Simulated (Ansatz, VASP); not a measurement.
**Two plane-wave programs on AlN**

The input INCAR:

```
PREC = Accurate ; ENCUT = 520
EDIFF = 1E-6 ; ISMEAR = 0
SIGMA = 0.05 ; LREAL = False
LASPH = True ; NELM = 100
ALGO = Normal ; ISIF = 2
LWAVE = False ; LCHARG = True
GGA = PE ; LELF = True
LVHAR = True ; NBANDS = 16
```

The input KPOINTS:

```
regular mesh
0
Gamma
  9 9 6
```

Contents of POSCAR:

```
AlN
1.0
    3.2036909612      0.0000000000      0.0000000000
   -1.6018454806      2.7744777582      0.0000000000
    0.0000000000      0.0000000000      3.9421417277
Al N
2 2
Direct
    0.3333333333      0.6666666667      0.7500000000
    0.6666666667      0.3333333333      0.2500000000
    0.3333333333      0.6666666667      0.2500000000
    0.6666666667      0.3333333333      0.7500000000
```

Input for Ansatz:

```yaml
crystal:
  lattice:
    - [3.2036909612, 0.0, 0.0]
    - [-1.6018454806, 2.7744777582, 0.0]
    - [0.0, 0.0, 3.9421417277]
  atoms:
    - { symbol: Al, position: [0.3333333333, 0.6666666667, 0.75] }
    - { symbol: Al, position: [0.6666666667, 0.3333333333, 0.25] }
    - { symbol: "N", position: [0.3333333333, 0.6666666667, 0.25] }
    - { symbol: "N", position: [0.6666666667, 0.3333333333, 0.75] }
basis:
  ecutwfc: 520.0
kpoints:
  mp_grid: { grid: [9, 9, 6] }
hamiltonian:
  xc: pbe
  pseudopotentials: { kind: paw, azcp: { folder: soft_1 } }
scf:
  occupations: { method: gaussian, width: 0.05 }
output:
  forces: true
  stress: true
  eigenvalues: true
  write_density: true
  write_potential: true
  elf: true
  volumetric_format: npy
```

Alike in both runs: task single point; functional PBE; k mesh 9 × 9 × 6; occupations gaussian, width 0.05 eV; no spin polarisation.

|  | VASP | Ansatz |
| --- | --- | --- |
| version | VASP 6.6.1 | Ansatz 0.2.0 |
| potentials or method | VASP PAW PBE potentials, release 64 (Al, N) | scalar-relativistic, plane waves, PAW |
| plane-wave cutoff (eV) | 520 | 520 |
| valence electrons in the cell | 16 | 16 |

Ansatz gave:

- gap on the k mesh at the Fermi level (eV): 4.23
- least direct gap on the mesh (eV): 4.23

Problem. Which values does VASP return?

Solution. gap on the k mesh at the Fermi level (eV): 4.25; least direct gap on the mesh (eV): 4.25.

Caveats: an odd mesh through Γ misses points on the zone boundary, where band edges often lie.
